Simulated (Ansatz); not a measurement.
HfO2:

```
CELL_PARAMETERS angstrom
4.81353 0.00000 0.00000
0.00000 4.81353 0.00000
0.00000 0.00000 3.20542
ATOMIC_POSITIONS crystal
Hf 0.50000 0.50000 0.50000
Hf 0.00000 0.00000 0.00000
O 0.80504 0.19496 0.50000
O 0.69496 0.69496 0.00000
O 0.30504 0.30504 0.00000
O 0.19496 0.80504 0.50000
```

Measurements of this composition are mostly on another form, of space group No. 14.

```yaml
Program: Ansatz 0.2.0
Task: relaxation of cell and atoms
Functional: RPBE
Potentials_or_basis: Ansatz PAW
Cutoff: "420 eV (not typed: the program's choice for these potentials)"
k_mesh: 6 × 6 × 8
Occupations: fermi-dirac, width 0.05 eV
Spin: no spin polarisation
```

At the start: volume 12.38 Å³/atom.

Problem. How do energy, volume and symmetry change on relaxing?

Solution. It ends after 7 steps and the volume is 13.13 Å³/atom (+6.0 %); space group P4_2/mnm (No. 136, to 0.05 Å).

The path:
| step | energy change (eV) | largest force (eV/Å) | volume (Å³) |
| --- | --- | --- | --- |
| 1 | 0.0000 | 0.1087 | 74.27 |
| 2 | -0.1404 | 0.0820 | 79.29 |
| 3 | -0.1482 | 0.0191 | 78.58 |
| 4 | -0.1484 | 0.0058 | 78.54 |
| 5 | -0.1712 | 0.0064 | 78.54 |
| 6 | -0.1707 | 0.0046 | 78.76 |
| 7 | -0.1715 | 0.0045 | 78.76 |

Final structure:
```
Hf O
1.0
     4.91863    0.00000    0.00000
     0.00000    4.91863    0.00000
     0.00000    0.00000    3.25533
Hf O
2 4
Direct
  0.50000 0.50000 0.50000
  0.00000 0.00000 0.00000
  0.80545 0.19455 0.50000
  0.69455 0.69455 0.00000
  0.30545 0.30545 0.00000
  0.19455 0.80545 0.50000
```

Caveat: the plane-wave basis is chosen anew once the cell has moved, so the energies of steps on either side of that aren't comparable; the pressure holds a Pulay correction of +0.6 GPa for the finite cutoff; the PAW data sets come from PBE, with cores solved anew for the run's functional, which leaves a small shift of forces and pressure.
